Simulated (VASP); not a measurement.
**HgTe (Coloradoite): equation of state with PBEsol**

**Measured values to compare with.**

From a printed reference work, monograph, for a bulk crystal of HgTe: bulk modulus 43 GPa.

The system is HgTe (Coloradoite).

```
Hg Te
1.0
     0.00000    3.21450    3.21450
     3.21450    0.00000    3.21450
     3.21450    3.21450    0.00000
Hg Te
1 1
Direct
  0.00000 0.00000 0.00000
  0.75000 0.75000 0.75000
```

```yaml
Program: VASP 6.6.1
Task: equation of state
Functional: PBEsol
Potentials_or_basis: VASP PAW PBE potentials, release 64 (Hg, Te)
Cutoff: 520 eV
k_mesh: 7 × 7 × 7
Occupations: fermi-dirac, width 0.05 eV
Spin: no spin polarisation
```

```json
{
  "Equilibrium volume": "34.62 Å³/atom",
  "Bulk modulus": "42 GPa",
  "Pressure derivative of the bulk modulus": "5.2"
}
```

Energy against volume, from the lowest point:
| volume (Å³/atom) | energy (meV/atom) |
| --- | --- |
| 31.223 | 53.97 |
| 31.887 | 33.44 |
| 32.551 | 18.35 |
| 33.215 | 8.11 |
| 33.880 | 2.14 |
| 34.544 | 0.00 |
| 35.208 | 1.24 |

All runs of the series together: 68 s on 1 thread of Intel(R) Xeon(R) 6975P-C (Granite Rapids), with other jobs on the host.

A measured bulk modulus of HgTe is 43 GPa (a printed reference work, monograph); the calculated 42 GPa misses it by -2.5 %. The fit is for a static lattice scaled at fixed shape and fixed fractional positions.

Caveat: the PAW data sets were made with another functional, which shifts forces and pressure a little. The run has no spin-orbit coupling, so splittings on Hg, Te are missing.
